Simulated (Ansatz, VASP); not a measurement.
# TePb in VASP and in Ansatz

```
CELL_PARAMETERS angstrom
4.00229 0.00000 0.00000
0.00000 4.00229 0.00000
0.00000 0.00000 4.00229
ATOMIC_POSITIONS crystal
Te 0.50000 0.50000 0.50000
Pb 0.00000 0.00000 0.00000
```

Measurements of this composition are mostly on another form, of space group No. 225.

Alike in both runs: task relaxation of cell and atoms; functional LDA; k mesh 10 × 10 × 10; occupations gaussian, width 0.1 eV; no spin polarisation.

```csv
,VASP,Ansatz
version,VASP 6.6.1,Ansatz 0.2.0
potentials or method,"VASP PAW LDA potentials, release 64 (Te, Pb_d)","scalar-relativistic, plane waves, PAW"
plane-wave cutoff (eV),600,420
valence electrons in the cell,20,30
```

|  | VASP | Ansatz | Ansatz less VASP |
| --- | --- | --- | --- |
| gap on the k mesh at the Fermi level, each at its own relaxed structure (eV) | none | none | - |
| relaxed volume (Å³/atom) | 29.05 | 29.01 | -0.035 |
| relaxed cell length with the largest relative difference (Å) | 3.873 | 3.871 | -0.0016 |
| energy change over the relaxation (meV/atom) | -42 | -43 | -1.5 |

A gap of «none» marks a metal or a gap that the smearing closes. The two sets of potentials don't hold the same shells in valence.

Spin-orbit coupling is left out, which matters for the levels of Pb, Te.
